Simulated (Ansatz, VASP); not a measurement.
## Mo: VASP beside Ansatz

```xyz
1
Lattice="2.9407 0.0000 0.0000 -1.4703 2.5467 0.0000 0.0000 0.0000 2.5552" Properties=species:S:1:pos:R:3 pbc="T T T"
Mo    0.0000    0.0000    1.2776
```

Change from the starting cell: strain +0.0750 x Voigt [1, 1, 0, 0, 0, 0], atoms carried along.

Alike in both runs: task single point; functional PBEsol; k mesh 18 × 18 × 18; occupations gaussian, width 0.15 eV; no spin polarisation.

```csv
,VASP,Ansatz
version,VASP 6.6.1,Ansatz 0.2.0
potentials or method,"VASP PAW PBE potentials, release 64 (Mo_sv)","scalar-relativistic, plane waves, PAW"
plane-wave cutoff (eV),520,420
valence electrons in the cell,14,14
```

```tsv
	VASP	Ansatz	Ansatz less VASP
gap on the k mesh at the Fermi level (eV)	none	none	-
pressure (GPa)	-25.3	-25.6	-0.28
largest component of the traceless stress (GPa)	3.03	2.85	-0.181
```

A gap of «none» marks a metal or a gap that the smearing closes. The functional is the same, so the differences come from potentials, cutoffs and numerics.

Caveats: so large a pressure means that the cell lies far from this level's equilibrium, or that cutoff or potentials fall short (VASP); the potentials were made for another functional, which shifts forces and pressure (VASP).
